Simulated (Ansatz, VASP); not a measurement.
# Zn in VASP and in Ansatz

```xyz
1
Lattice="0.0000 1.9778 1.9778 1.9778 0.0000 1.9778 1.9778 1.9778 0.0000" Properties=species:S:1:pos:R:3 pbc="T T T"
Zn    0.0000    0.0000    0.0000
```

Change from the starting cell: volume scaled by 1.02.

Alike in both runs: task single point; functional LDA; k mesh 12 × 12 × 12; occupations fermi-dirac, width 0.05 eV; no spin polarisation.

```csv
,VASP,Ansatz
version,VASP 6.6.1,Ansatz 0.2.0
potentials or method,"VASP PAW LDA potentials, release 64 (Zn), cutoff 520 eV","all-electron LAPW, scalar-relativistic"
```

|  | VASP | Ansatz | Ansatz less VASP |
| --- | --- | --- | --- |
| gap on the k mesh at the Fermi level (eV) | none | none | - |
| pressure (GPa) | -9.0 | -9.4 | -0.44 |

A gap of «none» marks a metal or a gap that the smearing closes. Ansatz ran all-electron here, so the differences hold the error of VASP's frozen core and of both bases.
